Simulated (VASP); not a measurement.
# Pm (Fm-3m) in VASP: further runs

One crystal, Pm, is run at these levels: LDA, PBE; tasks: single point.

All numbers are computed with VASP 6.6.1; they aren't measurements. Logs are shortened: lines on timing, memory, paths and dates and some standing lists are left out, and cuts for length are marked.

## Step 1: Starting point

Symmetry: Fm-3m, No. 225, cubic system. The conventional cell has a = 5.168 Å, b = 5.168 Å, c = 5.168 Å, α = 90.00°, β = 90.00°, γ = 90.00°. Around Pm (site symmetry m-3m) lie 12 Pm at 3.65 Å.

This isn't the form of Pm at room conditions, which is double hcp.

## Step 2: Single point, LDA, collinear spin, ferromagnetic start

File INCAR:

```
PREC     = Accurate       # precision mode
ENCUT    = 700            # plane-wave cutoff, eV
EDIFF    = 1E-6           # SCF threshold, eV
ISMEAR   = -1             # smearing method
SIGMA    = 0.2            # smearing width, eV
LREAL    = F              # projectors in reciprocal space
LASPH    = T              # aspherical terms in the spheres
NELM     = 100            # most SCF steps
ALGO     = Normal         # electronic algorithm
ISIF     = 2              # what is computed and relaxed
LWAVE    = F              # write WAVECAR
LCHARG   = F              # write CHGCAR
ISPIN    = 2              # spin polarisation
MAGMOM   = 4              # initial moments
LORBIT   = 11             # projections on sites
LMAXMIX  = 6              # l up to which the mixer works
GGA      = CA             # functional
NBANDS   = 18             # bands
ADDGRID  = F
```

File KPOINTS:

```
Automatic mesh
0
Gamma
  9 9 9
```

File POSCAR:

```
Pm
1.0
    0.0000000000      2.5841748100      2.5841748100
    2.5841748100      0.0000000000      2.5841748100
    2.5841748100      2.5841748100      0.0000000000
Pm
1
Direct
    0.0000000000      0.0000000000      0.0000000000
```

Potentials or basis: VASP PAW PBE potentials, release 64 (Pm).

Command:

```console
cat potpaw_PBE.64/Pm/POTCAR > POTCAR
mpirun -np 1 vasp_std > vasp.out
```

OUTCAR:

```text
PREC = Accurate
   ENCUT = 700
   EDIFF = 1E-6
   ISMEAR = -1
   LREAL = F
   LASPH = T
   NELM = 100
   ISIF = 2
   ISPIN = 2
   LORBIT = 11
   GGA = CA

 Found     35 irreducible k-points:

 Following reciprocal coordinates:
            Coordinates               Weight
  0.000000  0.000000  0.000000      1.000000
  0.111111  0.000000  0.000000      8.000000
  0.222222  0.000000  0.000000      8.000000
  0.333333  0.000000  0.000000      8.000000
  0.444444  0.000000  0.000000      8.000000
  0.111111  0.111111  0.000000      6.000000
   k-points           NKPTS =     35   k-points in BZ     NKDIM =     35   number of bands    NBANDS=     18
   number of dos      NEDOS =    301   number of ions     NIONS =      1
   total plane-waves  NPLWV =  32768
   dimension x,y,z NGX =    32 NGY =   32 NGZ =   32
   dimension x,y,z NGXF=    64 NGYF=   64 NGZF=   64
   ions per type =               1
   NGX,Y,Z   is equivalent  to a cutoff of  14.56, 14.56, 14.56 a.u.
   NGXF,Y,Z  is equivalent  to a cutoff of  29.11, 29.11, 29.11 a.u.
 SYSTEM =  unknown system
   PREC   = accura    normal or accurate (medium, high low for compatibility)
   ISTART =      0    job   : 0-new  1-cont  2-samecut
   ICHARG =      2    charge: 1-file 2-atom 10-const
   ISPIN  =      2    spin polarized calculation?
   LNONCOLLINEAR =      F non collinear calculations
   LSORBIT =      F    spin-orbit coupling
   LASPH  =      T    aspherical Exc in radial PAW
   ENCUT  =  700.0 eV  51.45 Ry    7.17 a.u.   7.88  7.88  7.88*2*pi/ulx,y,z
   NELM   =    100;   NELMIN=  2; NELMDL= -5     # of ELM steps
   EDIFF  = 0.1E-05   stopping-criterion for ELM
[... 19 lines left out ...]
     AMIX_MAG =   1.60;   BMIX_MAG =  1.00
  volume/ion in A,a.u.               =      34.51       232.91
  Fermi-wavevector in a.u.,A,eV,Ry     =   1.240052  2.343359 20.922086  1.537730
  Thomas-Fermi vector in A             =   2.374509
   LORBIT       =     11    0 simple, 1 ext, 2 COOP (PROOUT), +10 PAW based schemes
[... 5 lines left out ...]
   LRPA    =     F    only Hartree local field effects (RPA)
 spin polarized calculation
  energy-cutoff  :      700.00
  volume of cell :       34.51
 maximum number of plane-waves:      1469
   NGX = 15   NGY = 15   NGZ = 15

 number of electron      15.0000001 magnetization       5.0940124

 Free energy of the ion-electron system (eV)
  ---------------------------------------------------
  ext. energy  EPLUGINS =         0.00000000
  ---------------------------------------------------
  free energy    TOTEN  =        -8.48124514 eV

  energy without entropy =       -7.54617373  energy(sigma->0) =       -8.01370943

 E-fermi :   5.5678     XC(G=0): -10.0594

 val. band max:        5.5638580822   @ k =  -0.2222   0.2222   0.0000
 cond. band min:       5.5743006062   @ k =  -0.3333   0.1111   0.0000
 fundamental gap:      0.0104425240
 Fermi energy:         5.5677538142

 spin component 1

 k-point     1 :       0.0000    0.0000    0.0000
  band No.  band energies     occupation
      1     -32.8839      1.00000
      2     -12.9032      1.00000
      3     -12.9032      1.00000
      4     -12.9032      1.00000
      5       1.4244      1.00000
      6       5.1155      0.90563
      7       5.3312      0.76549
      8       5.3312      0.76549
      9       5.3312      0.76549
     10       5.5964      0.46422
     11       5.5964      0.46422
     12       5.5964      0.46422
     13       7.2933      0.00018
     14       7.2933      0.00018
     15       7.2933      0.00018
     16       9.7070      0.00000
     17       9.7070      0.00000
     18      14.8946      0.00000

 k-point     2 :       0.1111    0.0000    0.0000
  band No.  band energies     occupation
      1     -32.8705      1.00000
      2     -13.0380      1.00000
      3     -12.9194      1.00000
      4     -12.9194      1.00000
      5       1.7759      1.00000
      6       5.0957      0.91375
      7       5.3154      0.77933
      8       5.3453      0.75255
      9       5.3453      0.75255
     10       5.5398      0.53483
     11       5.5398      0.53483
     12       5.5975      0.46284
     13       7.0720      0.00054
     14       7.4906      0.00007
     15       7.4906      0.00007
     16       9.5551      0.00000
     17       9.5551      0.00000
     18      15.5357      0.00000

 k-point     3 :       0.2222    0.0000    0.0000
  band No.  band energies     occupation
      1     -32.8363      1.00000
      2     -13.3633      1.00000
      3     -12.9599      1.00000
      4     -12.9599      1.00000
      5       2.6370      1.00000
      6       5.0874      0.91698
      7       5.2732      0.81349
      8       5.3774      0.72150
      9       5.3774      0.72150
     10       5.4540      0.63844
     11       5.4540      0.63844
     12       5.6004      0.45931
     13       6.7198      0.00314
     14       7.6819      0.00003
     15       7.6819      0.00003
     16       9.6152      0.00000
     17       9.6152      0.00000
     18      15.2070      0.00000

 k-point     4 :       0.3333    0.0000    0.0000
  band No.  band energies     occupation
      1     -32.7971      1.00000
      2     -13.7096      1.00000
      3     -13.0053      1.00000
      4     -13.0053      1.00000
      5       3.3870      0.99998
      6       5.1887      0.86938
      7       5.2823      0.80647
      8       5.3487      0.74939
      9       5.3487      0.74939
     10       5.4819      0.60565
     11       5.4819      0.60565
     12       5.6036      0.45531
     13       6.7761      0.00237
     14       7.4172      0.00010
     15       7.4172      0.00010
     16      10.4628      0.00000
     17      10.4628      0.00000
     18      14.3856      0.00000

 k-point     5 :       0.4444    0.0000    0.0000
  band No.  band energies     occupation
      1     -32.7714      1.00000
      2     -13.9240      1.00000
      3     -13.0346      1.00000
      4     -13.0346      1.00000
      5       3.6020      0.99995
      6       5.1570      0.88635
      7       5.3177      0.77733
      8       5.3177      0.77733
      9       5.4308      0.66483
     10       5.5441      0.52949
     11       5.5441      0.52949
     12       5.6057      0.45272
     13       7.1351      0.00039
     14       7.1351      0.00039
     15       7.3989      0.00011
     16      11.4175      0.00000
     17      11.4175      0.00000
     18      14.2544      0.00000

 k-point     6 :       0.1111    0.1111    0.0000
  band No.  band energies     occupation
      1     -32.8660      1.00000
      2     -13.0350      1.00000
      3     -12.9484      1.00000
      4     -12.9484      1.00000
      5       1.8941      1.00000
      6       5.0827      0.91875
      7       5.3047      0.78841
      8       5.3518      0.74649
      9       5.3518      0.74649
     10       5.5402      0.53439
     11       5.5402      0.53439
     12       5.5596      0.51025
     13       6.8958      0.00130
     14       7.6454      0.00003
     15       7.6454      0.00003
     16       9.0541      0.00000
     17       9.9021      0.00000
     18      15.8017      0.00000

 [... further k-points ...]

 spin component 2

 k-point     1 :       0.0000    0.0000    0.0000
  band No.  band energies     occupation
      1     -30.9259      1.00000
      2     -11.3292      1.00000
      3     -11.3292      1.00000
      4     -11.3292      1.00000
      5       2.1324      1.00000
      6       7.7571      0.00002
      7       8.1335      0.00000
      8       8.1335      0.00000
      9       8.1335      0.00000
     10       8.1377      0.00000
     11       8.1377      0.00000
     12       8.1377      0.00000
     13       8.6069      0.00000
     14       8.6069      0.00000
     15       8.6069      0.00000
     16      10.6223      0.00000
     17      10.6223      0.00000
     18      15.9179      0.00000

 k-point     2 :       0.1111    0.0000    0.0000
  band No.  band energies     occupation
      1     -30.9105      1.00000
      2     -11.4823      1.00000
      3     -11.3471      1.00000
      4     -11.3471      1.00000
      5       2.4971      1.00000
      6       7.3521      0.00013
      7       8.0783      0.00000
      8       8.0863      0.00000
      9       8.0863      0.00000
     10       8.1754      0.00000
     11       8.1754      0.00000
     12       8.3721      0.00000
     13       8.6084      0.00000
     14       8.7473      0.00000
     15       8.7473      0.00000
     16      10.5005      0.00000
     17      10.5005      0.00000
     18      16.5140      0.00000

 k-point     3 :       0.2222    0.0000    0.0000
  band No.  band energies     occupation
      1     -30.8714      1.00000
      2     -11.8491      1.00000
      3     -11.3919      1.00000
      4     -11.3919      1.00000
      5       3.3817      0.99998
      6       6.9208      0.00115
      7       7.9808      0.00001
      8       8.0436      0.00000
      9       8.0436      0.00000
     10       8.1860      0.00000
     11       8.1860      0.00000
     12       8.5373      0.00000
     13       8.6124      0.00000
     14       8.8595      0.00000
     15       8.8595      0.00000
     16      10.6320      0.00000
     17      10.6320      0.00000
     18      16.0235      0.00000

 k-point     4 :       0.3333    0.0000    0.0000
  band No.  band energies     occupation
      1     -30.8265      1.00000
      2     -12.2359      1.00000
      3     -11.4421      1.00000
      4     -11.4421      1.00000
      5       4.1412      0.99920
      6       7.1020      0.00047
      7       7.8750      0.00001
      8       7.9796      0.00001
      9       7.9796      0.00001
     10       8.1845      0.00000
     11       8.1845      0.00000
     12       8.6168      0.00000
     13       8.6453      0.00000
     14       8.6621      0.00000
     15       8.6621      0.00000
     16      11.4921      0.00000
     17      11.4921      0.00000
     18      15.2658      0.00000

 k-point     5 :       0.4444    0.0000    0.0000
  band No.  band energies     occupation
      1     -30.7968      1.00000
      2     -12.4739      1.00000
      3     -11.4744      1.00000
      4     -11.4744      1.00000
      5       4.3506      0.99773
      6       7.6089      0.00004
      7       7.9040      0.00001
      8       7.9040      0.00001
      9       7.9328      0.00001
     10       8.1818      0.00000
     11       8.1818      0.00000
     12       8.5105      0.00000
     13       8.5105      0.00000
     14       8.6197      0.00000
     15       8.8274      0.00000
     16      12.4381      0.00000
     17      12.4381      0.00000
     18      15.1992      0.00000

 k-point     6 :       0.1111    0.1111    0.0000
  band No.  band energies     occupation
      1     -30.9054      1.00000
      2     -11.4791      1.00000
      3     -11.3798      1.00000
      4     -11.3798      1.00000
      5       2.6193      1.00000
      6       7.1905      0.00030
      7       8.0110      0.00000
      8       8.0896      0.00000
      9       8.0896      0.00000
     10       8.2432      0.00000
     11       8.2432      0.00000
     12       8.3250      0.00000
     13       8.5409      0.00000
     14       8.8830      0.00000
     15       8.8830      0.00000
     16      10.0367      0.00000
     17      10.8450      0.00000
     18      16.7776      0.00000

 [... further k-points ...]
[... 5 lines left out ...]
  --------------------------------------------------------------------------------------
  -------------------------------------------------------------------------------------
  Total       -0.4954925     -0.4954925     -0.4954925     -0.0000000     -0.0000000     -0.0000000
  in kB      -23.0012779    -23.0012779    -23.0012779     -0.0000000     -0.0000000     -0.0000000
  external PRESSURE =     -23.0012779 kB  Pullay stress =       0.0000000 kB

 VOLUME and BASIS-vectors are now :
 -----------------------------------------------------------------------------
  energy-cutoff  :      700.00
  volume of cell :       34.51
      direct lattice vectors                 reciprocal lattice vectors
     0.000000000  2.584174810  2.584174810    -0.193485363  0.193485363  0.193485363
     2.584174810  0.000000000  2.584174810     0.193485363 -0.193485363  0.193485363
     2.584174810  2.584174810  0.000000000     0.193485363  0.193485363 -0.193485363

 POSITION                                       TOTAL-FORCE (eV/Angst)
 -----------------------------------------------------------------------------------
      0.00000      0.00000      0.00000        -0.000000      0.000000     -0.000000
 -----------------------------------------------------------------------------------
    total drift:                                0.000000      0.000000      0.000000

  FREE ENERGIE OF THE ION-ELECTRON SYSTEM (eV)
  ---------------------------------------------------
  free  energy   TOTEN  =        -8.4812451368 eV

  energy  without entropy=       -7.5461737312  energy(sigma->0) =       -8.01370943

 total charge

# of ion       s       p       d       f       tot
--------------------------------------------------
    1        2.048   5.470   0.498   4.392  12.409

 magnetization (x)

# of ion       s       p       d       f       tot
--------------------------------------------------
    1        0.000   0.028   0.162   4.374   4.563
```

Wall time 26 s (1 thread of Intel Xeon 6975P-C (Granite Rapids), shared host); peak memory 0.2 GiB.

The run converged, but some of its settings lie outside the range that counts as converged, so its numbers aren't taken as properties of the crystal.

Results:

```yaml
Free_energy: -8.4812 eV
Pressure: -2.3 GPa
Band_gap_on_the_k_mesh: none (metal or under the smearing width)
Net_moment: 5.09 μB per cell
Site_moments: Pm +4.56 μB
Valence_electrons_inside_the_program's_atomic_spheres: Pm 12.41
```

Caveat: the magnetic or orbital state may not be the lowest; the PAW data sets were made with another functional, which shifts forces and pressure a little; spin-orbit coupling is left out, which moves the levels of the heavy elements.

## Step 3: Single point, LDA, collinear spin, ferromagnetic start

This run uses another cell than the first one, of the same volume but with other edges.

INCAR is that of step 2.

KPOINTS is that of step 2.

File POSCAR:

```
Pm
1.0
   -0.0555010000      2.5655700000      2.5293400000
    2.5242190000     -0.0080540000      2.4818930000
    2.6229240000      2.6168280000     -0.1067590000
Pm
1
Direct
    0.0077670000      0.0042080000     -0.0216400000
```

Potentials or basis: VASP PAW PBE potentials, release 64 (Pm).

Command:

```console
cat potpaw_PBE.64/Pm/POTCAR > POTCAR
mpirun -np 1 vasp_std > vasp.out
```

Wall time 4.2 min (1 thread of Intel Xeon 6975P-C (Granite Rapids), shared host); peak memory 0.6 GiB.

These settings aren't checked as converged: the numbers below hold their error.

What came out:

```yaml
Free_energy: -8.4726 eV
Pressure: -2.3 GPa
Band_gap_on_the_k_mesh: none (metal or under the smearing width)
Net_moment: 5.09 μB per cell
Site_moments: Pm +4.56 μB
Valence_electrons_inside_the_program's_atomic_spheres: Pm 12.41
```

Caveat: the magnetic or orbital state may not be the lowest; the PAW data sets were made with another functional, which shifts forces and pressure a little; spin-orbit coupling is left out, which moves the levels of the heavy elements.

(Continued in part 2 of 2.)
